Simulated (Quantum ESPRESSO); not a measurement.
Moving spin-orbit coupling in Tc

The structure is hexagonal, space group P6_3/mmc (No. 194). The conventional cell has a = 2.740 Å, b = 2.740 Å, c = 4.398 Å, α = 90.00°, β = 90.00°, γ = 120.00°. Tc (site symmetry -6m2) has 12 Tc at 2.71 to 2.74 Å as nearest neighbours.

Kept alike: task band structure; functional PBE; k mesh 11 × 11 × 6; occupations fermi-dirac, width 0.05 eV. Program: Quantum ESPRESSO, potentials by row: PseudoDojo 0.4.1 SR PBE standard (off); PseudoDojo 0.4 FR PBE standard (on), cutoff 1143 eV. The mesh is that of the run's cell of 2 atoms.

```csv
spin-orbit coupling,pressure (GPa)
off,3.28
on,3.78
```

Pressure is positive in compression; the values hold the error of the finite cutoff, so their zero can differ a little from the energy's minimum. For a metal such a mesh leaves the last digits unconverged.

Problem. What does spin-orbit coupling change here?

Solution. The pressure runs from 3.28 (off) to 3.78 GPa (on).
